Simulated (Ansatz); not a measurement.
# SnSe: the cost of one run

Program: Ansatz 0.2.0. Level of theory: DFT PBE+D3(BJ), scalar-relativistic, plane waves, PAW. These are calculated values, not measurements.

4 further runs of the same task are left out: 4 set aside as unsound or not needed.

## 1. Starting point

It takes space group Fm-3m (No. 225, cubic). The conventional cell has a = 5.977 Å, b = 5.977 Å, c = 5.977 Å, α = 90.00°, β = 90.00°, γ = 90.00°. Sn (site symmetry m-3m) has 6 Se at 2.99 Å as nearest neighbours. Se (site symmetry m-3m) is surrounded by 6 Sn at 2.99 Å.

Coordinates:

```
Sn Se
1.0
     0.00000    2.98826    2.98826
     2.98826    0.00000    2.98826
     2.98826    2.98826    0.00000
Sn Se
1 1
Direct
  0.00000 0.00000 0.00000
  0.50000 0.50000 0.50000
```

It is the result of an earlier relaxation at this level (volume 26.68 Å³/atom; gap on the mesh: 0.52 eV).

## 2. The cell under 25 GPa

At a set pressure the run lowers the enthalpy E + PV, so the energy alone may rise along the way.

The input, input.yaml:

```yaml
crystal:
  lattice:
    - [0.0, 2.9882564671, 2.9882564671]
    - [2.9882564671, 0.0, 2.9882564671]
    - [2.9882564671, 2.9882564671, 0.0]
  atoms:
    - { symbol: Sn, position: [0.0, 0.0, 0.0] }
    - { symbol: Se, position: [0.5, 0.5, 0.5] }
basis:
  ecutwfc: 420
kpoints:
  mp_grid: { grid: [10, 10, 10] }
hamiltonian:
  xc: pbe
  dispersion: d3bj
scf:
  occupations: { method: fixed }
output:
  forces: true
  stress: true
  eigenvalues: true
relax:
  adjacent_minimum: "off"
  f_tol: 0.001
  max_steps: 60
  cell: { stress_tol: 0.02, p_target: 25.0 }
```

Started as:

```sh
$ ansatz run input.yaml --threads 1 --pin off --max-ram 3072MiB --backend cpu --events-out ev --progress --plain --runs-dir out
```

Q: Estimate wall time and peak memory on 1 thread of Intel Xeon Platinum 8488C (Sapphire Rapids), shared host.

About 13 s, with a peak of 0.43 GiB.
